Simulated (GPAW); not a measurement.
The system is InPd.

```
In Pd
1.0
     3.27188    0.00000    0.00000
     0.00000    3.27188    0.00000
     0.00000    0.00000    3.27188
In Pd
1 1
Direct
  0.00000 0.00000 0.00000
  0.50000 0.50000 0.50000
```

The cell comes from a database or a generator and needn't be the stable form of this composition.

```yaml
Program: GPAW 26.7.0
Task: relaxation of cell and atoms
Functional: PBEsol
Dispersion: D3(BJ)
Potentials_or_basis: PAW data sets generated in the run's folder for this functional
Cutoff: 600 eV
Basis: pw
k_mesh: 8 × 8 × 8
Occupations: fermi-dirac, width 0.05 eV
Spin: no spin polarisation
```

At the start: pressure -8.1 GPa; volume 17.51 Å³/atom.

Task: Where does the relaxation end?

Result: Over 4 steps the energy falls by 27.5 meV/atom and the volume is 16.49 Å³/atom (-5.8 %); space group Pm-3m (No. 221, to 0.05 Å).

Step by step:
| step | energy change (eV) | largest force (eV/Å) | pressure (GPa) | volume (Å³) |
| --- | --- | --- | --- | --- |
| 1 | 0.0000 | 0.0000 | -8.09 | 35.03 |
| 2 | -0.0285 | 0.0000 | -5.85 | 34.37 |
| 3 | -0.0545 | 0.0000 | 0.79 | 32.81 |
| 4 | -0.0549 | 0.0000 | -0.06 | 32.98 |

Final structure:
```yaml
crystal:
  lattice:
    - [3.20703, 0.00000, 0.00000]
    - [0.00000, 3.20703, 0.00000]
    - [0.00000, 0.00000, 3.20703]
  atoms:
    - { symbol: In, position: [0.00000, 0.00000, 0.00000] }
    - { symbol: Pd, position: [0.50000, 0.50000, 0.50000] }
```

Caveat: later steps reuse the first step's grids; pairwise dispersion overbinds metals, which lowers pressure and volume.
